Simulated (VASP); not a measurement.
# CdS (Fm-3m) in VASP: notebook

The runs below take CdS through G0W0 quasiparticle levels, with PBE.

All numbers are computed with VASP 6.6.1; they aren't measurements. Logs are shortened: lines on timing, memory, paths and dates and some standing lists are left out, and cuts for length are marked.

### 1 The structure

Symmetry: Fm-3m, No. 225, cubic system. Conventional cell: a = 5.506 Å, b = 5.506 Å, c = 5.506 Å, α = 90.00°, β = 90.00°, γ = 90.00°. Cd (site symmetry m-3m) is surrounded by 6 S at 2.75 Å. S (site symmetry m-3m) is surrounded by 6 Cd at 2.75 Å.

Measurements of this composition are mostly on another form, of space group No. 186.

### 2 G0W0 quasiparticle levels, PBE

POSCAR reads:

```
CdS
1.0
    0.0000000000      2.7532440000      2.7532440000
    2.7532440000      0.0000000000      2.7532440000
    2.7532440000      2.7532440000      0.0000000000
Cd S
1 1
Direct
    0.0000000000      0.0000000000      0.0000000000
    0.5000000000      0.5000000000      0.5000000000
```

INCAR.step1 reads:

```
SYSTEM = CdS
PREC = Accurate
ENCUT = 520
EDIFF = 1E-8
ISMEAR = 0
SIGMA = 0.01
LREAL = .False.
LASPH = .True.
NELM = 60
ALGO = Normal
LWAVE = .True.
LCHARG = .False.
GGA = PE
```

INCAR.step2 reads:

```
SYSTEM = CdS
PREC = Accurate
ENCUT = 520
EDIFF = 1E-8
ISMEAR = 0
SIGMA = 0.01
LREAL = .False.
LASPH = .True.
NELM = 1
ALGO = Exact
LWAVE = .True.
LCHARG = .False.
GGA = PE
NBANDS = 259
LOPTICS = .True.
ISTART = 1
```

INCAR.step3 reads:

```
SYSTEM = CdS
PREC = Accurate
ENCUT = 520
EDIFF = 1E-8
ISMEAR = 0
SIGMA = 0.01
LREAL = .False.
LASPH = .True.
ALGO = EVGW0
LWAVE = .False.
LCHARG = .False.
GGA = PE
NELMGW = 1
NBANDS = 259
ENCUTGW = 260
NOMEGA = 72
PRECFOCK = Fast
ISTART = 1
NBANDSGW = 17
```

KPOINTS reads:

```
Automatic mesh
0
Gamma
  5 5 5
  0 0 0
```

Potentials or basis: VASP PAW PBE potentials, release 64 (Cd_GW, S_GW).

Run with:

```console
$ cat potpaw_PBE.64/Cd_GW/POTCAR potpaw_PBE.64/S_GW/POTCAR > POTCAR
$ cp INCAR.step1 INCAR
$ mpirun -np 1 vasp_std > vasp.out
$ cp INCAR.step2 INCAR
$ mpirun -np 1 vasp_std > vasp.out
$ cp INCAR.step3 INCAR
$ mpirun -np 1 vasp_std > vasp.out
```

OUTCAR:

```text
SYSTEM = CdS
   PREC = Accurate
   ENCUT = 520
   EDIFF = 1E-8
   ISMEAR = 0
   LREAL = .False.
   LASPH = .True.
   GGA = PE
   NELMGW = 1
   ENCUTGW = 260
   PRECFOCK = Fast
   ISTART = 1

 ion  position               nearest neighbor table
   1  0.000  0.000  0.000-   2 2.75   2 2.75   2 2.75   2 2.75   2 2.75   2 2.75
   2  0.500  0.500  0.500-   1 2.75   1 2.75   1 2.75   1 2.75   1 2.75   1 2.75

  LATTYP: Found a face centered cubic cell.
 ALAT       =     5.5064880000

  Lattice vectors:

 A1 = (   0.0000000000,   2.7532440000,   2.7532440000)
 A2 = (   2.7532440000,   0.0000000000,   2.7532440000)
 A3 = (   2.7532440000,   2.7532440000,   0.0000000000)

Analysis of symmetry for initial positions (statically):
=====================================================================
 Subroutine PRICEL returns:
 Original cell was already a primitive cell.

 Routine SETGRP: Setting up the symmetry group for a
 face centered cubic supercell.

 Subroutine GETGRP returns: Found 48 space group operations
 (whereof 48 operations were pure point group operations)
 out of a pool of 48 trial point group operations.

The static configuration has the point symmetry O_h .

Analysis of symmetry for dynamics (positions and initial velocities):
=====================================================================
 Subroutine PRICEL returns:
 Original cell was already a primitive cell.

 Routine SETGRP: Setting up the symmetry group for a
 face centered cubic supercell.

 Subroutine GETGRP returns: Found 48 space group operations
 (whereof 48 operations were pure point group operations)
 out of a pool of 48 trial point group operations.

The dynamic configuration has the point symmetry O_h .

 Subroutine INISYM returns: Found 48 space group operations
 (whereof 48 operations are pure point group operations),
 and found     1 'primitive' translations

----------------------------------------------------------------------------------------

                                     Primitive cell

  volume of cell :      41.7411

  direct lattice vectors                    reciprocal lattice vectors
     0.000000000  2.753244000  2.753244000    -0.181603955  0.181603955  0.181603955
     2.753244000  0.000000000  2.753244000     0.181603955 -0.181603955  0.181603955
[... 48 lines left out ...]
 -0.200000  0.200000  0.000000     12.000000
  0.400000  0.400000  0.000000      6.000000
 -0.400000  0.400000  0.000000     12.000000
 -0.400000  0.400000  0.200000     24.000000
   k-points           NKPTS =     10   k-points in BZ     NKDIM =    125   number of bands    NBANDS=    259
   number of dos      NEDOS =    301   number of ions     NIONS =      2
   total plane-waves  NPLWV =  27000
   dimension x,y,z NGX =    30 NGY =   30 NGZ =   30
   dimension x,y,z NGXF=    60 NGYF=   60 NGZF=   60
   ions per type =               1   1
   NGX,Y,Z   is equivalent  to a cutoff of  12.81, 12.81, 12.81 a.u.
   NGXF,Y,Z  is equivalent  to a cutoff of  25.62, 25.62, 25.62 a.u.
 SYSTEM =  CdS
   PREC   = accura    normal or accurate (medium, high low for compatibility)
   ISTART =      1    job   : 0-new  1-cont  2-samecut
   ICHARG =      0    charge: 1-file 2-atom 10-const
   ISPIN  =      1    spin polarized calculation?
   LNONCOLLINEAR =      F non collinear calculations
   LSORBIT =      F    spin-orbit coupling
   LASPH  =      T    aspherical Exc in radial PAW
   ENCUT  =  520.0 eV  38.22 Ry    6.18 a.u.   7.24  7.24  7.24*2*pi/ulx,y,z
   NELM   =     60;   NELMIN=  2; NELMDL=  0     # of ELM steps
   EDIFF  = 0.1E-07   stopping-criterion for ELM
   LREAL  =      F    real-space projection
   EDIFFG = 0.1E-06   stopping-criterion for IOM
   NSW    =      0    number of steps for IOM
   IBRION =     -1    ionic relax: 0-MD 1-quasi-New 2-CG
   NFREE  =      0    steps in history (QN), initial steepest desc. (CG)
   ISIF   =      0    stress and relaxation
   ISYM   =      3    0-nonsym 1-usesym 2-fastsym
   POTIM  = 0.5000    time-step for ionic-motion
   TEBEG  =    0.0;   TEEND  =   0.0 temperature during run
   PSTRESS=    0.0 pullay stress
   NELECT =      18.0000    total number of electrons
   NUPDOWN=      -1.0000    fix difference up-down
   EMIN   =  10.00;   EMAX   =-10.00  energy-range for DOS
   EFERMI =   0.00;   METHOD = LEGACY
   ISMEAR =     0;   SIGMA  =   0.01  broadening in eV -4-tet -1-fermi 0-gaus
   EFERMI_NEDOS =   21; number of points for ismear=-14 and -15
   IALGO  =     38    algorithm
   IMIX   =      4    mixing-type and parameters
     AMIX     =   0.40;   BMIX     =  1.00
     AMIX_MAG =   1.60;   BMIX_MAG =  1.00
  volume/ion in A,a.u.               =      20.87       140.84
  Fermi-wavevector in a.u.,A,eV,Ry     =   1.236833  2.337275 20.813583  1.529755
  Thomas-Fermi vector in A             =   2.371425
   LORBIT       =      0    0 simple, 1 ext, 2 COOP (PROOUT), +10 PAW based schemes
   GGA     = PE    functional components
   LHFCALC =     T    Hartree Fock is set to
   PRECFOCK=fast      Normal, Fast or Accurate (Low or Medium for compatibility)
   ENCUT4O =  -1.0   cutoff for four orbital integrals eV
   NKREDX  =     1    reduce k-point grid by
   NKREDY  =     1    reduce k-point grid by
   NKREDZ  =     1    reduce k-point grid by
   AEXX    =    1.0000 exact exchange contribution
   HFSCREEN=    0.0000 screening length (either q_TF or 0.3 A-1)
   HFSCREENC=   0.0000 screening length for correlation (either q_TF or 0.3 A-1)
   ENCUTFOCK=  -1.0 apply spherical cutoff to Coloumb kernel
   IVDW    =     0    specifies the selected vdW correction
   LEPSILON=     F    determine dielectric tensor
   LRPA    =     F    only Hartree local field effects (RPA)
   LRPAFORCE           =     F    calculate RPA forces
   ENCUTGW             = 260.0    cutoff for response function in eV
   ENCUTGWSOFT         = 208.0    soft cutoff for Coulomb kernel in GW response function in eV
   ENCUTLF             =  -1.0    cutoff for local field effects
   NELMGW              =     1    number of iterations in solving QP/BSE equation
   NELMHF              =     1    number of iterations in the inner HF iteration
   NKREDLFX            =     1    NKREDLFY  =   1   NKREDLFZ  =   1
 non-spin polarized calculation
 Gauss-broadening in eV      SIGMA  =   0.01
  energy-cutoff  :      520.00
  volume of cell :       41.74
 maximum number of plane-waves:      1139
 NGX is ok and might be reduce to    30
  NGX = 18; NGY = 18; NGZ = 18
   NGX = 15   NGY = 15   NGZ = 15
 maximum number of plane-waves:       411

 QP shifts <psi_nk| G(iteration)W_0 |psi_nk>: iteration 1
 for sc-GW calculations column KS-energies equals QP-energies in previous step
 and V_xc(KS)=  KS-energies - (<T + V_ion + V_H > + <T+V_H+V_ion>^1  + <V_x>^1)

 k-point   1 :       0.0000    0.0000    0.0000
  band No.  KS-energies  QP-energies   sigma(KS)   V_xc(KS)     V^pw_x(r,r')   Z            occupation Imag(sigma)

      1      -8.3387      -8.7890     -13.4160     -12.6979     -20.6690       0.6271       2.0000       0.9898
      2      -3.2742      -5.2413     -18.2002     -15.4229     -23.2240       0.7083       2.0000       0.1347
      3      -3.2742      -5.2413     -18.2002     -15.4229     -23.2240       0.7083       2.0000       0.1347
      4      -3.2742      -5.2413     -18.2002     -15.4229     -23.2240       0.7083       2.0000       0.1347
      5      -3.2742      -5.2413     -18.2002     -15.4229     -23.2240       0.7083       2.0000       0.1347
      6      -3.2742      -5.2413     -18.2002     -15.4229     -23.2240       0.7083       2.0000       0.1347
[... 185 lines left out ...]
      3      -3.3202      -5.2661     -17.9685     -15.2201     -22.9400       0.7080       2.0000       0.1198
      4      -3.2386      -5.1666     -17.9760     -15.2554     -22.9612       0.7087       2.0000       0.1390
      5      -3.0507      -5.0506     -18.4231     -15.6144     -23.3960       0.7120       2.0000       0.1121
      6      -2.7631      -4.6173     -18.2113     -15.6188     -23.2253       0.7152       2.0000       0.1869
[... 9 lines left out ...]
     16      19.2722      19.4749     -11.1572     -11.4292      -4.2486       0.7455       0.0000      -0.6699
     17      20.0707      20.3080     -11.5088     -11.8226      -4.6739       0.7562       0.0000      -0.7806
```

OUTCAR.step1:

```text
SYSTEM = CdS
   PREC = Accurate
   ENCUT = 520
   EDIFF = 1E-8
   ISMEAR = 0
   LREAL = .False.
   LASPH = .True.
[... 365 lines left out ...]
      0.00000      0.00000      0.00000        -0.000000      0.000000     -0.000000
      2.75324      2.75324      2.75324         0.000000     -0.000000      0.000000
 -----------------------------------------------------------------------------------
    total drift:                               -0.000000      0.000000      0.000000

  FREE ENERGIE OF THE ION-ELECTRON SYSTEM (eV)
  ---------------------------------------------------
  free  energy   TOTEN  =        -5.8917435168 eV

  energy  without entropy=       -5.8917435168  energy(sigma->0) =       -5.89174352
```

It took 20 min on 1 thread of Intel Xeon Platinum 8488C (Sapphire Rapids), shared host; peak memory 1.2 GiB.

Results:

```
Band gap on the k mesh, mean-field level : 0.75 eV, indirect (least direct gap 1.54 eV)
Quasiparticle gap                        : 1.43 eV
Least direct quasiparticle gap           : 2.16 eV
```

Caveat: bands, screening cutoff and mesh are small and nothing is extrapolated, so the quasiparticle values aren't converged; an odd mesh through Γ misses points on the zone boundary, where band edges often lie.

### 3 G0W0 quasiparticle levels, PBE

POSCAR is that of step 2.

Edit INCAR.step1 of step 2 so:

```diff
@@ -2,3 +2,3 @@
 PREC = Accurate
-ENCUT = 520
+ENCUT = 450
 EDIFF = 1E-8
```

Edit INCAR.step2 of step 2 so:

```diff
@@ -2,3 +2,3 @@
 PREC = Accurate
-ENCUT = 520
+ENCUT = 450
 EDIFF = 1E-8
@@ -13,3 +13,3 @@
 GGA = PE
-NBANDS = 259
+NBANDS = 21
 LOPTICS = .True.
```

Edit INCAR.step3 of step 2 so:

```diff
@@ -2,3 +2,3 @@
 PREC = Accurate
-ENCUT = 520
+ENCUT = 450
 EDIFF = 1E-8
@@ -13,5 +13,5 @@
 NELMGW = 1
-NBANDS = 259
-ENCUTGW = 260
-NOMEGA = 72
+NBANDS = 21
+ENCUTGW = 50
+NOMEGA = 48
 PRECFOCK = Fast
```

KPOINTS reads:

```
Automatic mesh
0
Gamma
  3 3 3
  0 0 0
```

Potentials or basis: VASP PAW PBE potentials, release 64 (Cd_GW, S_GW).

Run with:

```console
$ cat potpaw_PBE.64/Cd_GW/POTCAR potpaw_PBE.64/S_GW/POTCAR > POTCAR
$ cp INCAR.step1 INCAR
$ mpirun -np 1 vasp_std > vasp.out
$ cp INCAR.step2 INCAR
$ mpirun -np 1 vasp_std > vasp.out
$ cp INCAR.step3 INCAR
$ mpirun -np 1 vasp_std > vasp.out
```

OUTCAR:

```text
SYSTEM = CdS
   PREC = Accurate
   ENCUT = 450
   EDIFF = 1E-8
   ISMEAR = 0
   LREAL = .False.
   LASPH = .True.
   GGA = PE
   NELMGW = 1
   ENCUTGW = 50
   PRECFOCK = Fast
   ISTART = 1

 Found      4 irreducible k-points:

 Following reciprocal coordinates:
            Coordinates               Weight
  0.000000  0.000000  0.000000      1.000000
  0.333333  0.000000  0.000000      8.000000
  0.333333  0.333333  0.000000      6.000000
 -0.333333  0.333333  0.000000     12.000000
   k-points           NKPTS =      4   k-points in BZ     NKDIM =     27   number of bands    NBANDS=     21
   number of dos      NEDOS =    301   number of ions     NIONS =      2
   total plane-waves  NPLWV =  21952
   dimension x,y,z NGX =    28 NGY =   28 NGZ =   28
   dimension x,y,z NGXF=    56 NGYF=   56 NGZF=   56
   ions per type =               1   1
   NGX,Y,Z   is equivalent  to a cutoff of  11.95, 11.95, 11.95 a.u.
   NGXF,Y,Z  is equivalent  to a cutoff of  23.91, 23.91, 23.91 a.u.
 SYSTEM =  CdS
   PREC   = accura    normal or accurate (medium, high low for compatibility)
   ISTART =      1    job   : 0-new  1-cont  2-samecut
   ICHARG =      0    charge: 1-file 2-atom 10-const
   ISPIN  =      1    spin polarized calculation?
   LNONCOLLINEAR =      F non collinear calculations
   LSORBIT =      F    spin-orbit coupling
   LASPH  =      T    aspherical Exc in radial PAW
   ENCUT  =  450.0 eV  33.07 Ry    5.75 a.u.   6.73  6.73  6.73*2*pi/ulx,y,z
   NELM   =     60;   NELMIN=  2; NELMDL=  0     # of ELM steps
   EDIFF  = 0.1E-07   stopping-criterion for ELM
   LREAL  =      F    real-space projection
   EDIFFG = 0.1E-06   stopping-criterion for IOM
   NSW    =      0    number of steps for IOM
   IBRION =     -1    ionic relax: 0-MD 1-quasi-New 2-CG
   NFREE  =      0    steps in history (QN), initial steepest desc. (CG)
   ISIF   =      0    stress and relaxation
   ISYM   =      3    0-nonsym 1-usesym 2-fastsym
   POTIM  = 0.5000    time-step for ionic-motion
   TEBEG  =    0.0;   TEEND  =   0.0 temperature during run
   PSTRESS=    0.0 pullay stress
   NELECT =      18.0000    total number of electrons
   NUPDOWN=      -1.0000    fix difference up-down
   EMIN   =  10.00;   EMAX   =-10.00  energy-range for DOS
   EFERMI =   0.00;   METHOD = LEGACY
   ISMEAR =     0;   SIGMA  =   0.01  broadening in eV -4-tet -1-fermi 0-gaus
   EFERMI_NEDOS =   21; number of points for ismear=-14 and -15
   IALGO  =     38    algorithm
   IMIX   =      4    mixing-type and parameters
     AMIX     =   0.40;   BMIX     =  1.00
     AMIX_MAG =   1.60;   BMIX_MAG =  1.00
  volume/ion in A,a.u.               =      20.87       140.84
  Fermi-wavevector in a.u.,A,eV,Ry     =   1.236833  2.337275 20.813583  1.529755
  Thomas-Fermi vector in A             =   2.371425
   LORBIT       =      0    0 simple, 1 ext, 2 COOP (PROOUT), +10 PAW based schemes
   GGA     = PE    functional components
   LHFCALC =     T    Hartree Fock is set to
   PRECFOCK=fast      Normal, Fast or Accurate (Low or Medium for compatibility)
   ENCUT4O =  -1.0   cutoff for four orbital integrals eV
   NKREDX  =     1    reduce k-point grid by
   NKREDY  =     1    reduce k-point grid by
   NKREDZ  =     1    reduce k-point grid by
   AEXX    =    1.0000 exact exchange contribution
   HFSCREEN=    0.0000 screening length (either q_TF or 0.3 A-1)
   HFSCREENC=   0.0000 screening length for correlation (either q_TF or 0.3 A-1)
   ENCUTFOCK=  -1.0 apply spherical cutoff to Coloumb kernel
   IVDW    =     0    specifies the selected vdW correction
   LEPSILON=     F    determine dielectric tensor
   LRPA    =     F    only Hartree local field effects (RPA)
   LRPAFORCE           =     F    calculate RPA forces
   ENCUTGW             =  50.0    cutoff for response function in eV
   ENCUTGWSOFT         =  40.0    soft cutoff for Coulomb kernel in GW response function in eV
   ENCUTLF             =  -1.0    cutoff for local field effects
   NELMGW              =     1    number of iterations in solving QP/BSE equation
   NELMHF              =     1    number of iterations in the inner HF iteration
   NKREDLFX            =     1    NKREDLFY  =   1   NKREDLFZ  =   1
 non-spin polarized calculation
 Gauss-broadening in eV      SIGMA  =   0.01
  energy-cutoff  :      450.00
  volume of cell :       41.74
 maximum number of plane-waves:       906
  NGX = 16; NGY = 16; NGZ = 16
   NGX = 13   NGY = 13   NGZ = 13
 maximum number of plane-waves:        34
 NGX is ok and might be reduce to    10

 QP shifts <psi_nk| G(iteration)W_0 |psi_nk>: iteration 1
 for sc-GW calculations column KS-energies equals QP-energies in previous step
 and V_xc(KS)=  KS-energies - (<T + V_ion + V_H > + <T+V_H+V_ion>^1  + <V_x>^1)

 k-point   1 :       0.0000    0.0000    0.0000
  band No.  KS-energies  QP-energies   sigma(KS)   V_xc(KS)     V^pw_x(r,r')   Z            occupation Imag(sigma)

      1      -8.2276      -8.0752     -12.4416     -12.6776     -20.6296       0.6459       2.0000       1.5257
      2      -3.3313      -4.6974     -17.2986     -15.3687     -23.1447       0.7079       2.0000       0.2941
      3      -3.3313      -4.6974     -17.2986     -15.3687     -23.1447       0.7079       2.0000       0.2941
      4      -3.3313      -4.6974     -17.2986     -15.3687     -23.1447       0.7079       2.0000       0.2941
      5      -3.3249      -4.7125     -17.4531     -15.5045     -23.4091       0.7121       2.0000       0.3632
      6      -3.3249      -4.7125     -17.4531     -15.5045     -23.4091       0.7121       2.0000       0.3632
[... 9 lines left out ...]
     16      15.6056      17.1117      -8.1550     -10.1578      -3.6388       0.7520       0.0000      -0.5883
     17      15.6056      17.1117      -8.1550     -10.1578      -3.6388       0.7520       0.0000      -0.5883
[... 46 lines left out ...]
      1      -7.1911      -7.0643     -13.4398     -13.6351     -21.4151       0.6493       2.0000       1.2230
      2      -3.4626      -4.7982     -17.2191     -15.3329     -23.2267       0.7081       2.0000       0.3828
      3      -3.4289      -4.7314     -16.9083     -15.0640     -22.7523       0.7062       2.0000       0.3286
      4      -3.2651      -4.6153     -17.2343     -15.3251     -23.0689       0.7072       2.0000       0.3027
      5      -3.1335      -4.5255     -17.5507     -15.5914     -23.3913       0.7104       2.0000       0.2832
      6      -2.8377      -4.1000     -17.3768     -15.6200     -23.2646       0.7185       2.0000       0.3615
[... 9 lines left out ...]
     16      19.7754      21.8344      -8.5464     -11.1813      -3.9643       0.7814       0.0000      -0.9310
     17      20.9739      23.1740      -8.4926     -11.2693      -4.0494       0.7924       0.0000      -0.9469
```

Wall time 20 s (1 thread of Intel Xeon Platinum 8488C (Sapphire Rapids), shared host); peak memory 0.22 GiB.

The run converged, but some of its settings lie outside the range that counts as converged, so its numbers aren't taken as properties of the crystal.

What came out:

| Item | Value |
| --- | --- |
| Band gap on the k mesh, mean-field level | 0.97 eV, indirect (least direct gap 1.47 eV) |
| Quasiparticle gap | 1.82 eV |
| Least direct quasiparticle gap | 2.28 eV |

Caveat: the k mesh is coarse (spacing up to 0.66 Å⁻¹), so the values aren't converged; bands, screening cutoff and mesh are small and nothing is extrapolated, so the quasiparticle values aren't converged; an odd mesh through Γ misses points on the zone boundary, where band edges often lie.

(Continued in part 2 of 2.)
